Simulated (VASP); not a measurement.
# SnSe2 (P-3m1) in VASP: settings compared

The runs below take SnSe2 through band structure, with r2SCAN, SCAN, rSCAN.

Everything below comes from runs of VASP 6.6.1. Logs are shortened: lines on timing, memory, paths and dates and some standing lists are left out, and cuts for length are marked.

**1. Starting point**

It takes space group P-3m1 (No. 164, trigonal). The conventional cell has a = 3.811 Å, b = 3.811 Å, c = 6.136 Å, α = 90.00°, β = 90.00°, γ = 120.00°. Around Sn (site symmetry -3m) lie 6 Se at 2.68 Å. Se (site symmetry 3m) has 3 Sn at 2.68 Å as nearest neighbours.

**2. Band structure, r2SCAN**

Contents of INCAR:

```
  PREC = Accurate
  ENCUT = 520
  EDIFF = 1E-7
  ISMEAR = -1
  SIGMA = 0.05
  LREAL = F
  LASPH = T
  NELM = 80
  ALGO = Normal
  ISIF = 2
  LWAVE = F
  LCHARG = F
  METAGGA = R2SCAN
  LMIXTAU = T
  NBANDS = 20
```

Contents of KPOINTS:

```
Automatic mesh
0
Gamma
  8 8 5
```

Contents of POSCAR:

```
SnSe2
1.0
    3.8110000000      0.0000000000      0.0000000000
   -1.9055000000      3.3004228138      0.0000000000
    0.0000000000      0.0000000000      6.1360000000
Sn Se
1 2
Direct
    0.0000000000      0.0000000000      0.0000000000
    0.6666666667      0.3333333333      0.7510000000
    0.3333333333      0.6666666667      0.2490000000
```

Contents of KPOINTS_OPT:

```
path GMKGALHA,LM,KH
10
line-mode
reciprocal
 0.0000000000  0.0000000000  0.0000000000  G
 0.5000000000  0.0000000000  0.0000000000  M

 0.5000000000  0.0000000000  0.0000000000  M
 0.3333333333  0.3333333333  0.0000000000  K

 0.3333333333  0.3333333333  0.0000000000  K
 0.0000000000  0.0000000000  0.0000000000  G

 0.0000000000  0.0000000000  0.0000000000  G
 0.0000000000  0.0000000000  0.5000000000  A

 0.0000000000  0.0000000000  0.5000000000  A
 0.5000000000  0.0000000000  0.5000000000  L

 0.5000000000  0.0000000000  0.5000000000  L
 0.3333333333  0.3333333333  0.5000000000  H

 0.3333333333  0.3333333333  0.5000000000  H
 0.0000000000  0.0000000000  0.5000000000  A

 0.5000000000  0.0000000000  0.5000000000  L
 0.5000000000  0.0000000000  0.0000000000  M

 0.3333333333  0.3333333333  0.0000000000  K
 0.3333333333  0.3333333333  0.5000000000  H
```

Potentials or basis: VASP PAW PBE potentials, release 64 (Sn_d, Se).

Run with:

```sh
$ cat potpaw_PBE.64/Sn_d/POTCAR potpaw_PBE.64/Se/POTCAR > POTCAR
$ mpirun -np 1 vasp_std > vasp.out
```

OUTCAR:

```text
PREC = Accurate
   ENCUT = 520
   EDIFF = 1E-7
   ISMEAR = -1
   LREAL = F
   LASPH = T
   NELM = 80
   ISIF = 2
   METAGGA = R2SCAN

 ion  position               nearest neighbor table
   1  0.000  0.000  0.000-   2 2.68   3 2.68   3 2.68   2 2.68   2 2.68   3 2.68
   2  0.667  0.333  0.751-   1 2.68   1 2.68   1 2.68
   3  0.333  0.667  0.249-   1 2.68   1 2.68   1 2.68

  LATTYP: Found a hexagonal cell.
 ALAT       =     3.8110000000
 C/A-ratio  =     1.6100760955

  Lattice vectors:

 A1 = (   3.8110000000,   0.0000000000,   0.0000000000)
 A2 = (  -1.9055000000,   3.3004228138,   0.0000000000)
 A3 = (   0.0000000000,   0.0000000000,   6.1360000000)

Analysis of symmetry for initial positions (statically):
=====================================================================
 Subroutine PRICEL returns:
 Original cell was already a primitive cell.

 Routine SETGRP: Setting up the symmetry group for a
 hexagonal supercell.

 Subroutine GETGRP returns: Found 12 space group operations
 (whereof 12 operations were pure point group operations)
 out of a pool of 24 trial point group operations.

The static configuration has the point symmetry D_3d.

Analysis of symmetry for dynamics (positions and initial velocities):
=====================================================================
 Subroutine PRICEL returns:
 Original cell was already a primitive cell.

 Routine SETGRP: Setting up the symmetry group for a
 hexagonal supercell.

 Subroutine GETGRP returns: Found 12 space group operations
 (whereof 12 operations were pure point group operations)
 out of a pool of 24 trial point group operations.

The dynamic configuration has the point symmetry D_3d.

 Subroutine INISYM returns: Found 12 space group operations
 (whereof 12 operations are pure point group operations),
 and found     1 'primitive' translations

----------------------------------------------------------------------------------------

                                     Primitive cell

  volume of cell :      77.1781

  direct lattice vectors                    reciprocal lattice vectors
     3.811000000  0.000000000  0.000000000     0.262398321  0.151495741  0.000000000
    -1.905500000  3.300422814  0.000000000     0.000000000  0.302991482  0.000000000
     0.000000000  0.000000000  6.136000000     0.000000000  0.000000000  0.162972621

  length of vectors
     3.811000000  3.811000000  6.136000000     0.302991482  0.302991482  0.162972621

  position of ions in fractional coordinates (direct lattice)
     0.000000000  0.000000000  0.000000000
     0.666666667  0.333333333  0.751000000
     0.333333333  0.666666667  0.249000000

  ion indices of the primitive-cell ions
   primitive index   ion index
                 1           1
                 2           2
                 3           3

----------------------------------------------------------------------------------------

 KPOINTS: Automatic mesh

Automatic generation of k-mesh.
 Grid dimensions read from file:
 generate k-points for:    8    8    5

 Generating k-lattice:

  Cartesian coordinates                     Fractional coordinates (reciprocal lattice)
     0.032799790  0.018936968  0.000000000     0.125000000  0.000000000  0.000000000
     0.000000000  0.037873935  0.000000000     0.000000000  0.125000000  0.000000000
     0.000000000  0.000000000  0.032594524     0.000000000  0.000000000  0.200000000

  Length of vectors
     0.037873935  0.037873935  0.032594524

  Shift w.r.t. Gamma in fractional coordinates (k-lattice)
     0.000000000  0.000000000  0.000000000

 Subroutine IBZKPT returns following result:
 ===========================================

 Found     40 irreducible k-points:

 Following reciprocal coordinates:
            Coordinates               Weight
  0.000000  0.000000  0.000000      1.000000
  0.125000  0.000000  0.000000      6.000000
  0.250000  0.000000  0.000000      6.000000
  0.375000  0.000000  0.000000      6.000000
  0.500000  0.000000  0.000000      3.000000
  0.125000  0.125000  0.000000      6.000000
[... 16 lines left out ...]
 -0.125000  0.500000  0.200000     12.000000
  0.250000  0.250000  0.200000     12.000000
 [... further k-points ...]
   k-points           NKPTS =     40   k-points in BZ     NKDIM =     40   number of bands    NBANDS=     20
   number of dos      NEDOS =    301   number of ions     NIONS =      3
   total plane-waves  NPLWV =  37632
   dimension x,y,z NGX =    28 NGY =   28 NGZ =   48
   dimension x,y,z NGXF=    56 NGYF=   56 NGZF=   96
   ions per type =               1   2
   NGX,Y,Z   is equivalent  to a cutoff of  12.21, 12.21, 13.00 a.u.
   NGXF,Y,Z  is equivalent  to a cutoff of  24.43, 24.43, 26.01 a.u.
 SYSTEM =  unknown system
   PREC   = accura    normal or accurate (medium, high low for compatibility)
   ISTART =      0    job   : 0-new  1-cont  2-samecut
   ICHARG =      2    charge: 1-file 2-atom 10-const
   ISPIN  =      1    spin polarized calculation?
   LNONCOLLINEAR =      F non collinear calculations
   LSORBIT =      F    spin-orbit coupling
   LASPH  =      T    aspherical Exc in radial PAW
   ENCUT  =  520.0 eV  38.22 Ry    6.18 a.u.   7.09  7.09 11.41*2*pi/ulx,y,z
   NELM   =     80;   NELMIN=  2; NELMDL= -5     # of ELM steps
   EDIFF  = 0.1E-06   stopping-criterion for ELM
   LREAL  =      F    real-space projection
   EDIFFG = 0.1E-05   stopping-criterion for IOM
   NSW    =      0    number of steps for IOM
   IBRION =     -1    ionic relax: 0-MD 1-quasi-New 2-CG
   NFREE  =      0    steps in history (QN), initial steepest desc. (CG)
   ISIF   =      2    stress and relaxation
   ISYM   =      2    0-nonsym 1-usesym 2-fastsym
   POTIM  = 0.5000    time-step for ionic-motion
   TEBEG  =    0.0;   TEEND  =   0.0 temperature during run
   PSTRESS=    0.0 pullay stress
   NELECT =      26.0000    total number of electrons
   NUPDOWN=      -1.0000    fix difference up-down
   EMIN   =  10.00;   EMAX   =-10.00  energy-range for DOS
   EFERMI =   0.00;   METHOD = LEGACY
   ISMEAR =    -1;   SIGMA  =   0.05  broadening in eV -4-tet -1-fermi 0-gaus
   EFERMI_NEDOS =   21; number of points for ismear=-14 and -15
   IALGO  =     38    algorithm
   IMIX   =      4    mixing-type and parameters
     AMIX     =   0.40;   BMIX     =  1.00
     AMIX_MAG =   1.60;   BMIX_MAG =  1.00
  volume/ion in A,a.u.               =      25.73       173.61
  Fermi-wavevector in a.u.,A,eV,Ry     =   1.139116  2.152617 17.654722  1.297585
  Thomas-Fermi vector in A             =   2.275820
   LORBIT       =      0    0 simple, 1 ext, 2 COOP (PROOUT), +10 PAW based schemes
   METAGGA = R2SCAN    functional components
   LHFCALC =     F    Hartree Fock is set to
   AEXX    =    0.0000 exact exchange contribution
   IVDW    =     0    specifies the selected vdW correction
   LEPSILON=     F    determine dielectric tensor
   LRPA    =     F    only Hartree local field effects (RPA)
 non-spin polarized calculation
  energy-cutoff  :      520.00
  volume of cell :       77.18
 maximum number of plane-waves:      2095
   NGX = 15   NGY = 15   NGZ = 23

 number of electron      26.0000006 magnetization

 Free energy of the ion-electron system (eV)
  ---------------------------------------------------
  ext. energy  EPLUGINS =         0.00000000
  ---------------------------------------------------
  free energy    TOTEN  =       -54.58417591 eV

  energy without entropy =      -54.58417450  energy(sigma->0) =      -54.58417521

 E-fermi :   4.4429     XC(G=0): -10.0062

 val. band max:        3.8805331935   @ k =   0.1250   0.0000   0.0000
 cond. band min:       4.9773125155   @ k =   0.5000   0.0000   0.4000
 fundamental gap:      1.0967793219
 Fermi energy:         4.4429271561

 k-point     1 :       0.0000    0.0000    0.0000
  band No.  band energies     occupation
      1     -18.0445      2.00000
      2     -18.0444      2.00000
      3     -17.9842      2.00000
      4     -17.9720      2.00000
      5     -17.9720      2.00000
      6     -10.6302      2.00000
[... 12 lines left out ...]
     19      13.3958      0.00000
     20      13.3958      0.00000

 k-point     2 :       0.1250    0.0000    0.0000
  band No.  band energies     occupation
      1     -18.0539      2.00000
      2     -18.0396      2.00000
      3     -17.9802      2.00000
      4     -17.9745      2.00000
      5     -17.9702      2.00000
      6     -10.4676      2.00000
[... 12 lines left out ...]
     19      12.9503      0.00000
     20      13.5801      0.00000

 k-point     3 :       0.2500    0.0000    0.0000
  band No.  band energies     occupation
      1     -18.0783      2.00000
      2     -18.0306      2.00000
      3     -17.9843      2.00000
      4     -17.9648      2.00000
      5     -17.9629      2.00000
      6     -10.0045      2.00000
[... 12 lines left out ...]
     19      12.6763      0.00000
     20      14.1339      0.00000

 k-point     4 :       0.3750    0.0000    0.0000
  band No.  band energies     occupation
      1     -18.1036      2.00000
      2     -18.0255      2.00000
      3     -17.9911      2.00000
      4     -17.9516      2.00000
      5     -17.9514      2.00000
      6      -9.3513      2.00000
[... 12 lines left out ...]
     19      13.9001      0.00000
     20      14.6335      0.00000

 k-point     5 :       0.5000    0.0000    0.0000
  band No.  band energies     occupation
      1     -18.1142      2.00000
      2     -18.0243      2.00000
      3     -17.9938      2.00000
      4     -17.9459      2.00000
      5     -17.9458      2.00000
      6      -8.9092      2.00000
[... 12 lines left out ...]
     19      14.5839      0.00000
     20      15.2606      0.00000

 k-point     6 :       0.1250    0.1250    0.0000
  band No.  band energies     occupation
      1     -18.0683      2.00000
      2     -18.0356      2.00000
      3     -17.9789      2.00000
      4     -17.9745      2.00000
      5     -17.9629      2.00000
      6     -10.1537      2.00000
[... 12 lines left out ...]
     19      11.9857      0.00000
     20      14.1106      0.00000

 k-point     7 :       0.2500    0.1250    0.0000
  band No.  band energies     occupation
      1     -18.0888      2.00000
      2     -18.0335      2.00000
      3     -17.9843      2.00000
      4     -17.9654      2.00000
      5     -17.9508      2.00000
      6      -9.5845      2.00000
[... 12 lines left out ...]
     19      12.1420      0.00000
     20      14.6109      0.00000
[... 277 lines left out ...]
 k-point    20 :       0.2500    0.1250    0.2000
  band No.  band energies     occupation
      1     -18.0889      2.00000
      2     -18.0335      2.00000
      3     -17.9843      2.00000
      4     -17.9654      2.00000
      5     -17.9508      2.00000
      6      -9.5389      2.00000
[... 12 lines left out ...]
     19      12.5780      0.00000
     20      14.3694      0.00000

 k-point    21 :      -0.1250    0.3750    0.2000
  band No.  band energies     occupation
      1     -18.0889      2.00000
      2     -18.0335      2.00000
      3     -17.9843      2.00000
      4     -17.9654      2.00000
      5     -17.9507      2.00000
      6      -9.5382      2.00000
[... 12 lines left out ...]
     19      11.9049      0.00000
     20      14.0746      0.00000

 k-point    22 :       0.3750    0.1250    0.2000
  band No.  band energies     occupation
      1     -18.1041      2.00000
      2     -18.0332      2.00000
      3     -17.9883      2.00000
      4     -17.9532      2.00000
      5     -17.9458      2.00000
      6      -8.9276      2.00000
[... 12 lines left out ...]
     19      13.9888      0.00000
     20      15.4490      0.00000

 k-point    23 :      -0.1250    0.5000    0.2000
  band No.  band energies     occupation
      1     -18.1041      2.00000
      2     -18.0333      2.00000
      3     -17.9883      2.00000
      4     -17.9532      2.00000
      5     -17.9457      2.00000
      6      -8.9283      2.00000
[... 12 lines left out ...]
     19      13.6122      0.00000
     20      14.6490      0.00000

 k-point    24 :       0.2500    0.2500    0.2000
  band No.  band energies     occupation
      1     -18.0896      2.00000
      2     -18.0463      2.00000
      3     -17.9786      2.00000
      4     -17.9646      2.00000
      5     -17.9458      2.00000
      6      -8.9697      2.00000
[... 12 lines left out ...]
     19      11.8656      0.00000
     20      14.3455      0.00000

 [... further k-points ...]

------------------------ aborting loop because EDIFF is reached ----------------------------------------

  FORCE on cell =-STRESS in cart. coord.  units (eV):
  Direction    XX          YY          ZZ          XY          YZ          ZX
  --------------------------------------------------------------------------------------
  -------------------------------------------------------------------------------------
  Total        1.5151051      1.5151051      2.2295593      0.0000000      0.0000000      0.0000000
  in kB       31.4528101     31.4528101     46.2845160      0.0000000      0.0000000      0.0000000
  external PRESSURE =      36.3967120 kB  Pullay stress =       0.0000000 kB

 VOLUME and BASIS-vectors are now :
 -----------------------------------------------------------------------------
  energy-cutoff  :      520.00
  volume of cell :       77.18
      direct lattice vectors                 reciprocal lattice vectors
     3.811000000  0.000000000  0.000000000     0.262398321  0.151495741  0.000000000
    -1.905500000  3.300422814  0.000000000     0.000000000  0.302991482  0.000000000
     0.000000000  0.000000000  6.136000000     0.000000000  0.000000000  0.162972621

 POSITION                                       TOTAL-FORCE (eV/Angst)
 -----------------------------------------------------------------------------------
      0.00000      0.00000      0.00000         0.000000      0.000000      0.000000
      1.90550      1.10014      4.60814         0.000000      0.000000     -0.533111
     -0.00000      2.20028      1.52786        -0.000000     -0.000000      0.533111
 -----------------------------------------------------------------------------------
    total drift:                                0.000000      0.000000     -0.000000

  FREE ENERGIE OF THE ION-ELECTRON SYSTEM (eV)
  ---------------------------------------------------
  free  energy   TOTEN  =       -54.5841759123 eV

  energy  without entropy=      -54.5841745049  energy(sigma->0) =      -54.58417521
```

Run time: 4 min. Hardware: 1 thread of Intel Xeon 6975P-C (Granite Rapids), shared host; peak memory 0.25 GiB.

What came out:

```yaml
Free_energy: -54.5842 eV
Pressure: 3.6 GPa
Largest_force: 0.533 eV/Å
Band_gap_on_the_k_mesh: 1.10 eV, indirect (least direct gap 1.53 eV)
Band_gap_along_the_path: 1.03 eV, indirect (least direct gap 1.53 eV)
```

Forces on the atoms (eV/Å):
```
Sn   0.000  0.000  0.000
Se   0.000  0.000 -0.533
Se   0.000  0.000  0.533
```

Levels at the corners of the path, in eV from the valence-band top:
```tsv
point	band 11	band 12	band 13	band 14	band 15	band 16
Γ	-0.45	-0.45	-0.03	1.50	3.42	5.02
M	-2.80	-1.21	-0.36	1.38	4.27	5.89
M	-2.80	-1.21	-0.36	1.38	4.27	5.89
K	-3.47	-1.57	-1.57	1.68	7.18	7.18
K	-3.47	-1.57	-1.57	1.68	7.18	7.18
Γ	-0.45	-0.45	-0.03	1.50	3.42	5.02
Γ	-0.45	-0.45	-0.03	1.50	3.42	5.02
A	-0.86	-0.29	-0.29	2.79	3.41	4.74
A	-0.86	-0.29	-0.29	2.79	3.41	4.74
L	-2.04	-0.87	-0.75	1.12	4.71	5.29
L	-2.04	-0.87	-0.75	1.12	4.71	5.29
H	-3.85	-0.42	-0.42	2.83	5.24	5.24
H	-3.85	-0.42	-0.42	2.83	5.24	5.24
A	-0.86	-0.29	-0.29	2.79	3.41	4.74
L	-2.04	-0.87	-0.75	1.12	4.71	5.29
M	-2.80	-1.21	-0.36	1.38	4.27	5.89
K	-3.47	-1.57	-1.57	1.68	7.18	7.18
H	-3.85	-0.42	-0.42	2.83	5.24	5.24
```

Caveat: the PAW data sets were made with another functional, which shifts forces and pressure a little; spin-orbit coupling is left out, which moves the levels of the heavy elements.

**3. Band structure, r2SCAN, spin-orbit coupling, no magnetisation**

Contents of INCAR:

```
PREC = Accurate ; ENCUT = 520
EDIFF = 1E-7 ; ISMEAR = -1
SIGMA = 0.05 ; LREAL = False
LASPH = True ; NELM = 80
ALGO = Normal ; ISIF = 2
LWAVE = False ; LCHARG = False
LNONCOLLINEAR = True ; MAGMOM = 0 0 0 0 0 0 0 0 0
LORBIT = 11 ; LSORBIT = True
GGA_COMPAT = False ; METAGGA = R2SCAN
LMIXTAU = True ; NBANDS = 39
```

Contents of KPOINTS:

```
regular mesh
0
Gamma
  5 5 3
```

POSCAR is that of step 2.

KPOINTS_OPT, as its differences from that of step 2:

```diff
@@ -1,3 +1,3 @@
 path GMKGALHA,LM,KH
-10
+15
 line-mode
```

Potentials or basis: VASP PAW PBE potentials, release 64 (Sn_d, Se).

Run with:

```sh
$ cat potpaw_PBE.64/Sn_d/POTCAR potpaw_PBE.64/Se/POTCAR > POTCAR
$ mpirun -np 1 vasp_ncl > vasp.out
```

It took 22 min on 1 thread of Intel Xeon 6975P-C (Granite Rapids), shared host; peak memory 0.43 GiB.

The run converged. Its results:

| Quantity | Value |
| --- | --- |
| Free energy | -54.6391 eV |
| Pressure | 3.8 GPa |
| Largest force | 0.503 eV/Å |
| Valence electrons inside the program's atomic spheres | Sn 12.22; Se 3.90 |

Forces in eV/Å, atoms in the order of the input:
```
Sn   0.000  0.000  0.000
Se   0.000  0.000 -0.503
Se   0.000  0.000  0.503
```

Stress tensor (GPa, compression positive):
```
3.39 0.00 0.00
0.00 3.39 0.00
0.00 0.00 4.58
```

Caveat: the k mesh is coarse (spacing up to 0.38 Å⁻¹), so the values aren't converged; the PAW data sets were made with another functional, which shifts forces and pressure a little.

[end of part 1 of 2]
